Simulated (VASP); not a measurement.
HfS2 (strained 1T (CdI2) bulk), PBE single-point calculation: VASP's output and Ansatz's

POSCAR

```
Hf S
 1.0000000000000000
     3.6665989180635470   -0.0000000000288676    0.0000000000000000
    -1.8332994590067735    3.1753678085460031    0.0000000000000000
     0.0000000000000000    0.0000000000000000    5.9371417320999997
 Hf  S
   1   2
Cartesian
 -0.0000000000000000  0.0000000000000000  0.0000000000000000
  0.0000000000166667  2.1169118723543798  1.4238086161352264
  1.8332994590401070  1.0584559361627561  4.5133331159647740
```

VASP ran with the recommended PBE PAW datasets (22 valence electrons in the cell).

From OUTCAR

```
k-points           NKPTS =     69   k-points in BZ     NKDIM =     69   number of bands    NBANDS=     18

   NELECT =      22.0000    total number of electrons

   dimension x,y,z NGX =    28 NGY =   28 NGZ =   48
   dimension x,y,z NGXF=    56 NGYF=   56 NGZF=   96

  energy-cutoff  :      520.00
  volume of cell :       69.12
      direct lattice vectors                 reciprocal lattice vectors
     3.666598918 -0.000000000  0.000000000     0.272732312  0.157462074  0.000000000
    -1.833299459  3.175367809  0.000000000     0.000000000  0.314924147  0.000000000
     0.000000000  0.000000000  5.937141732     0.000000000  0.000000000  0.168431216

 k-points in reciprocal lattice and weights: KPOINTS created by Atomic Simulation Env
   0.00000000  0.00000000  0.00000000       0.002
   0.08333333 -0.00000000  0.00000000       0.010
   0.16666667 -0.00000000  0.00000000       0.010
   0.25000000  0.00000000  0.00000000       0.010
   0.33333333  0.00000000  0.00000000       0.010
   0.41666667 -0.00000000  0.00000000       0.010
   0.50000000  0.00000000  0.00000000       0.005
   0.08333333  0.08333333  0.00000000       0.010
   ...

 E-fermi :   3.4917

 k-point     1 :       0.0000    0.0000    0.0000
  band No.  band energies     occupation
      1     -27.8070      2.00000
      2     -27.6949      2.00000
      3     -27.6949      2.00000
      4     -10.0107      2.00000
      5      -8.3364      2.00000
      6      -1.5920      2.00000
      7       0.1783      2.00000
      8       0.1783      2.00000
      9       2.8654      2.00000
     10       2.8654      2.00000
     11       2.9886      2.00000
     12       4.9496      0.00000
     13       4.9496      0.00000
     14       5.6589      0.00000
     15       8.4475      0.00000
     16       8.4556      0.00000
     17       8.4556      0.00000
     18       8.7513      0.00000

 k-point     2 :       0.0833   -0.0000    0.0000
  band No.  band energies     occupation
      1     -27.8048      2.00000
      2     -27.7067      2.00000
      3     -27.6975      2.00000
      4      -9.9322      2.00000
      5      -8.3508      2.00000
      6      -1.4967      2.00000
      7       0.0897      2.00000
      8       0.2217      2.00000
      9       2.3550      2.00000
     10       2.6678      2.00000
     11       3.0140      2.00000
     12       4.9913      0.00000
     13       5.1894      0.00000
     14       5.7833      0.00000
     15       8.0837      0.00000
     16       8.4288      0.00000
     17       8.7834      0.00000
     18       9.4488      0.00000

 k-point     3 :       0.1667   -0.0000    0.0000
  band No.  band energies     occupation
      1     -27.7987      2.00000
      2     -27.7388      2.00000
      3     -27.7048      2.00000
      4      -9.7107      2.00000
      5      -8.3897      2.00000
      6      -1.2276      2.00000
      7      -0.0894      2.00000
      8       0.3335      2.00000
      9       1.3432      2.00000
     10       2.2797      2.00000
     11       2.9370      2.00000
     12       4.8730      0.00000
     13       5.6805      0.00000
     14       6.0990      0.00000
     15       8.0152      0.00000
     16       8.4385      0.00000
     17       9.6147      0.00000
     18      10.4110      0.00000

 k-point     4 :       0.2500    0.0000    0.0000
  band No.  band energies     occupation
      1     -27.7913      2.00000
      2     -27.7812      2.00000
      3     -27.7146      2.00000
      4      -9.3894      2.00000
      5      -8.4391      2.00000
      6      -0.8870      2.00000
      7      -0.2154      2.00000
      8       0.3733      2.00000
      9       0.4599      2.00000
     10       1.9336      2.00000
     11       2.5786      2.00000
     12       4.6549      0.00000
     13       6.1527      0.00000
     14       6.4709      0.00000
     15       8.3855      0.00000
     16       8.6176      0.00000
     17      10.4222      0.00000
     18      10.8777      0.00000

 k-point     5 :       0.3333    0.0000    0.0000
  band No.  band energies     occupation
      1     -27.8256      2.00000
      2     -27.7815      2.00000
      3     -27.7245      2.00000
      4      -9.0509      2.00000
      5      -8.4711      2.00000
      6      -1.0465      2.00000
      7      -0.0457      2.00000
      8      -0.0178      2.00000
      9       0.5335      2.00000
     10       1.7277      2.00000
     11       2.0144      2.00000
     12       4.4569      0.00000
     13       6.5250      0.00000
     14       6.8157      0.00000
     15       8.8578      0.00000
     16       8.9446      0.00000
     17      10.2618      0.00000
     18      10.8598      0.00000

 ...

  Total       -0.2237070     -0.2237070      0.7217499     -0.0000000      0.0000000     -0.0000000
  in kB       -5.1850771     -5.1850771     16.7287109     -0.0000000      0.0000000     -0.0000000
  external PRESSURE =       2.1195189 kB  Pullay stress =       0.0000000 kB

 POSITION                                       TOTAL-FORCE (eV/Angst)
 -----------------------------------------------------------------------------------
      0.00000      0.00000      0.00000         0.000000      0.000000      0.000000
      0.00000      2.11691      1.42381        -0.000000     -0.000000      0.044407
      1.83330      1.05846      4.51333         0.000000      0.000000     -0.044407
 -----------------------------------------------------------------------------------
    total drift:                               -0.000000      0.000000     -0.000000

  FREE ENERGIE OF THE ION-ELECTRON SYSTEM (eV)
  ---------------------------------------------------
  free  energy   TOTEN  =       -22.9014603730 eV

  energy  without entropy=      -22.9014603730  energy(sigma->0) =      -22.90146037
```

Datasets and cutoffs are each program's own. VASP's cell holds 22 valence electrons and Ansatz's 38. Ansatz's stress includes a Pulay correction; VASP's doesn't.

Task: What does Ansatz give for the same cell and level of theory?

Result: gap between bands v and c 1.13 eV; least direct gap 1.92 eV; pressure 0.8 GPa; largest force 0.11 eV/Å.

Ansatz printed

```
SCF 1 converged in 7 iterations: F = -17530.181830 eV  dr2 = 8.47e-8
  greatest PAW one-centre occupation: 0.999 electrons in one spin orbital (limit 2), on the Hf atom at site 0 (counted from 0), in its partial waves of l = 0
NSCF: frozen V_eff on 9 k-points
SCF converged after 7 iterations
Free energy (F): -17530.181830 eV
Harris-Foulkes:  -17530.181830 eV  (|F-HF|=6.98e-10)
Internal energy: -17530.181830 eV  (E = F + TS)
E sigma→0 (E₀):  -17530.181830 eV
Fermi energy:    9.178991 eV
--- Per-component energies (eV) ---
  E_band       = -227.175983
  E_kinetic    = 633.672673
  E_local      = -8315.889948  (includes V_loc(G=0)·N_el)
  E_nonlocal   = -1186.968155
  E_hartree    = 3833.483855
  E_xc         = -493.854024
  E_vxc        = -440.457097  (∫ρ·V_xc dr)
  E_paw        = -8127.247881  (= ΣΔE_a)
  E_vpaw       = 1415.519283  (= ΣTr[D̂ρ^β])
  E_aug_tail   = 0.000002  (compensation charges beyond the density's cutoff)
  E_ewald      = -3873.378351
  E_smearing   = -0.000000  (= −TS)
  E_closure    = -0.000000  (closes the sum)
  Σ components = -17530.181830   (vs F -17530.181830, Δ=0.00e0)
--- Forces (eV/Å), atoms counted from 1 ---
  atom   1  Hf    -0.00000000     0.00000000     0.00000000
  atom   2  S      0.00000000    -0.00000000     0.11082160
  atom   3  S     -0.00000000     0.00000000    -0.11082160
  max |Σ_I F_I| component: 2.78e-17 eV/Å
--- Stress (GPa, compression-positive) ---
        0.094754      -0.000000      -0.000000
       -0.000000       0.094754      -0.000000
       -0.000000      -0.000000       2.141238
  P = ⅓ Tr σ = 0.7769 GPa (7.769 kbar)
--- Band table (eV; the first three rows and the last of 69) ---
  k-point 0: bands = ["-53.4843", "-22.1644", "-22.0541", "-22.0541", "-4.4566", "-3.5882", "-3.4449", "-3.4250", "-3.4250", "-3.4192", "-3.4192", "-3.4034", "-2.6082", "3.9802", "5.7348", "5.7348", "8.4521", "8.4521", "8.5794", "10.5183", "10.5183", "11.2379", "13.9994"]
  k-point 1: bands = ["-53.4843", "-22.1645", "-22.0541", "-22.0541", "-4.3700", "-3.6087", "-3.4449", "-3.4250", "-3.4250", "-3.4191", "-3.4191", "-3.4034", "-2.7451", "4.3935", "5.7514", "5.7514", "7.7843", "8.3956", "8.3956", "10.4994", "10.4994", "11.3780", "14.2007"]
  k-point 2: bands = ["-53.4843", "-22.1646", "-22.0541", "-22.0541", "-4.2625", "-3.6441", "-3.4449", "-3.4250", "-3.4250", "-3.4191", "-3.4191", "-3.4034", "-2.8844", "4.9934", "5.7684", "5.7684", "6.9088", "8.3401", "8.3401", "10.4802", "10.4802", "11.4383", "14.3991"]
  k-point 68: bands = ["-53.4781", "-22.1755", "-22.1755", "-22.1261", "-3.5058", "-3.5058", "-3.4351", "-3.4273", "-3.4266", "-3.4266", "-3.4084", "-2.8423", "-2.8423", "4.8522", "4.9237", "4.9237", "6.4668", "6.8173", "6.8173", "11.2534", "11.9367", "11.9367", "14.7050"]
```
